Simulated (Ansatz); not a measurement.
The same hydrogen abstraction along the group O, S, Se.

Calculated with Ansatz (gas phase, PBE0-D4/def2-TZVP geometries, no zero-point term in ΔE). CCSD(T)/CBS adds triple-zeta CCSD(T) − MP2 to the extrapolated MP2 energy (def2 sets, frozen cores). This one scheme is used for every species. DFT in def2-TZVPP. Open shells (•) are unrestricted, without spin–orbit coupling. For Ge, Se outer-core shells are correlated without core-valence functions, which leaves a few kJ/mol of doubt a bond. Scalar relativity is left out up to krypton.

```
                                              reaction  ωB97M-V (kJ/mol)  B97M-V (kJ/mol)  revPBE-D4 (kJ/mol)
  `[OH][GeH3]` + `F[C](F)F`• → `[O][GeH3]`• + `FC(F)F`                35               27                  43
  `[SH][GeH3]` + `F[C](F)F`• → `[S][GeH3]`• + `FC(F)F`               -79              -77                 -65
`[GeH3][SeH]` + `F[C](F)F`• → `[GeH3][Se]`• + `FC(F)F`              -127             -120                -103
```

(1) Give the CCSD(T)/CBS values in the same order. (Best estimate.)

Largest T1 diagnostic: 0.015, for `[O][GeH3]`•.

Results:

(1) The calculation gave: 44, -82, -119 kJ/mol.
